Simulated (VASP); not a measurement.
# PbTe, band structure: which settings are enough?

PbTe, Fm-3m (no. 225), 2 atoms in the cell. TB-mBJ; PAW potentials Pb_d, Te (PBE set). VASP 6.6.1.

Wanted: band energies at the path's corners within 0.1 eV; smallest gap over path and mesh within 0.05 eV.

What the run is for: bands; Accuracy asked: screening; Route: KPOINTS_OPT.

Band energies at the path's corners: counted from the valence top.

POSCAR:
```
TePb
1.0
    0.0000000000      3.2310000000      3.2310000000
    3.2310000000      0.0000000000      3.2310000000
    3.2310000000      3.2310000000      0.0000000000
Pb Te
1 1
Direct
    0.0000000000      0.0000000000      0.0000000000
    0.5000000000      0.5000000000      0.5000000000
```

The series start from Plane-wave cutoff (eV): 280; k-point mesh: 5 × 5 × 5; k points a path segment: 12; Electronic threshold (eV): 1e-6; Precision mode (PREC): Accurate; Bands in all (NBANDS): 22; Aspherical gradient terms in the spheres (LASPH): yes. Each series keeps the choices made before it, and each single choice may use up half of a tolerance. Times cover all steps of a run.

## Plane-wave cutoff (eV)

| Plane-wave cutoff (eV) | Band energies at the path's corners, largest deviation (eV) | Smallest gap over path and mesh (eV) | Time (s) |
|---|---|---|---|
| 190 | 0.03 | 1.133 | 36 |
| 240 | 0.01 | 1.121 | 38 |
| 280 | 0.01 | 1.120 | 77 |
| 310 | 0.00 | 1.120 | 68 |
| 380 | 0.00 | 1.119 | 92 |
| 480 (reference) | 0.00 | 1.119 | 109 |

Chosen: 190, the loosest value from which every tighter one stays within half of the tolerance.

## k-point mesh

| k-point mesh | Band energies at the path's corners, largest deviation (eV) | Smallest gap over path and mesh (eV) | Time (s) |
|---|---|---|---|
| 2 × 2 × 2 | 0.13 | 1.236 | 34 |
| 3 × 3 × 3 | 0.01 | 1.127 | 27 |
| 4 × 4 × 4 | 0.01 | 1.128 | 30 |
| 5 × 5 × 5 | 0.00 | 1.133 | 36 |
| 6 × 6 × 6 | 0.00 | 1.133 | 36 |
| 8 × 8 × 8 (reference) | 0.00 | 1.135 | 41 |

Chosen: 3 × 3 × 3.

## Electronic threshold (eV)

| Electronic threshold (eV) | Band energies at the path's corners, largest deviation (eV) | Smallest gap over path and mesh (eV) | Time (s) |
|---|---|---|---|
| 0.001 | 0.00 | 1.123 | 14 |
| 0.0001 | 0.01 | 1.122 | 14 |
| 1e-5 | 0.00 | 1.127 | 21 |
| 1e-6 | 0.00 | 1.127 | 19 |
| 1e-7 (reference) | 0.00 | 1.127 | 24 |

Chosen: 0.001.

## Precision mode (PREC)

| Precision mode (PREC) | Band energies at the path's corners, largest deviation (eV) | Smallest gap over path and mesh (eV) | Time (s) |
|---|---|---|---|
| SingleN | 0.13 | 1.211 | 8.5 |
| Normal | 0.04 | 1.163 | 9.1 |
| Accurate (reference) | 0.00 | 1.123 | 14 |

Chosen: Accurate; the one before it in the list is off by more than half of the tolerance.

## Bands in all (NBANDS)

| Bands in all (NBANDS) | Band energies at the path's corners, largest deviation (eV) | Smallest gap over path and mesh (eV) | Time (s) |
|---|---|---|---|
| 12 | 0.00 | 1.125 | 9.8 |
| 13 | 0.01 | 1.132 | 10 |
| 14 | 0.00 | 1.129 | 12 |
| 16 | 0.01 | 1.131 | 12 |
| 22 | 0.00 | 1.123 | 14 |
| 32 (reference) | 0.00 | 1.126 | 20 |

Chosen: 12.

## Aspherical gradient terms in the spheres (LASPH)

| Aspherical gradient terms in the spheres (LASPH) | Band energies at the path's corners, largest deviation (eV) | Smallest gap over path and mesh (eV) | Time (s) |
|---|---|---|---|
| no | 0.00 | 1.125 | 6.0 |
| yes (reference) | 0.00 | 1.125 | 9.8 |

Chosen: no.

Also changed on the way, by series that aren't shown: k points a path segment: 5.

## All choices together

| Input | Band energies at the path's corners, largest deviation (eV) | Smallest gap over path and mesh (eV) | Time (s) |
|---|---|---|---|
| the program's defaults (naive) | 0.02 | 1.123 | 20 |
| chosen settings | 0.03 | 1.125 | 6.0 |
| reference settings throughout | 0.00 | 1.121 | 451 |

The tolerance is met.

## The input

INCAR.step1:
```
SYSTEM = TePb
  ISMEAR = 0
  SIGMA = 0.03
  LWAVE = .TRUE.
  LCHARG = .FALSE.
  NBANDS = 12
  PREC = Accurate
  LASPH = .FALSE.
  LREAL = .FALSE.
  ALGO = Normal
  EDIFF = 0.001
  NELM = 120
  GGA_COMPAT = .FALSE.
  ENCUT = 190
  EFERMI = MIDGAP
  GGA = PE
```

INCAR.step2, as INCAR.step1 but for:
```
- LWAVE = .TRUE.
- GGA = PE
+ METAGGA = MBJ
+ LWAVE = .FALSE.
+ LMIXTAU = .TRUE.
+ ISTART = 1
```

KPOINTS:
```
Automatic mesh
0
Gamma
  3 3 3
  0 0 0
```

KPOINTS_OPT:
```
path GXWKGLUWLK,UX
5
line-mode
reciprocal
 0.0000000000  0.0000000000  0.0000000000  G
 0.5000000000  0.0000000000  0.5000000000  X

 0.5000000000  0.0000000000  0.5000000000  X
 0.5000000000  0.2500000000  0.7500000000  W

 0.5000000000  0.2500000000  0.7500000000  W
 0.3750000000  0.3750000000  0.7500000000  K

 0.3750000000  0.3750000000  0.7500000000  K
 0.0000000000  0.0000000000  0.0000000000  G

 0.0000000000  0.0000000000  0.0000000000  G
 0.5000000000  0.5000000000  0.5000000000  L

 0.5000000000  0.5000000000  0.5000000000  L
 0.6250000000  0.2500000000  0.6250000000  U

 0.6250000000  0.2500000000  0.6250000000  U
 0.5000000000  0.2500000000  0.7500000000  W

 0.5000000000  0.2500000000  0.7500000000  W
 0.5000000000  0.5000000000  0.5000000000  L

 0.5000000000  0.5000000000  0.5000000000  L
 0.3750000000  0.3750000000  0.7500000000  K

 0.6250000000  0.2500000000  0.6250000000  U
 0.5000000000  0.0000000000  0.5000000000  X
```

Commands (each step's output is kept before the next begins):
```
cat potpaw_PBE.64/Pb_d/POTCAR potpaw_PBE.64/Te/POTCAR > POTCAR
cp INCAR.step1 INCAR
mpirun -np 1 vasp_std > vasp.out
cp INCAR.step2 INCAR
mpirun -np 1 vasp_std > vasp.out
```

The naive input happens to agree within the tolerance here, in 20 s.

Limits: Spin-orbit coupling is off, though it shifts bands of the heavy elements by a tenth of an eV or more.

The chosen input took VASP 6.6.1 6.0 s on 1 core (Intel Xeon Platinum 8488C (Sapphire Rapids)), a shared host.

## An input that fails: damping step far too long

The electronic loop stops at its limit of 73 steps.

Changes against the starting input:
```
- ALGO = Normal
- NELM = 120
+ ALGO = Damped
+ NELM = 73
+ TIME = 2.0
```
